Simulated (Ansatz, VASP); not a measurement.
**MgB2: VASP beside Ansatz**

```
CELL_PARAMETERS angstrom
3.14551 0.00000 0.00000
-1.57275 2.72409 0.00000
0.00000 0.00000 3.59210
ATOMIC_POSITIONS crystal
Mg 0.00000 0.00000 0.00000
B 0.33333 0.66667 0.50000
B 0.66667 0.33333 0.50000
```

Change from the starting cell: volume scaled by 1.06, crystal datasets.

Alike in both runs: task electric field gradients; functional PBE; k mesh 12 × 12 × 9; occupations fermi-dirac, width 0.05 eV; no spin polarisation.

```csv
,VASP,Ansatz
version,VASP 6.6.1,Ansatz 0.2.0
potentials or method,"VASP PAW PBE potentials, release 64 (Mg, B), cutoff 520 eV","all-electron PAW with datasets made for the crystal, scalar-relativistic"
```

VASP gave:

| Property | Result |
| --- | --- |
| pressure (GPa) | -9.1 |
| largest component of the traceless stress (GPa) | 2.47 |
| Vzz of the field gradient on the site that differs most (V/Å²) | -0.1 |

Problem. What did Ansatz give for the same quantities?

Solution. Pressure (GPa): -8.9; largest component of the traceless stress (GPa): 2.61; Vzz of the field gradient on the site that differs most (V/Å²): -2.5.

Ansatz ran all-electron here, so the differences hold the error of VASP's frozen core and of both bases.
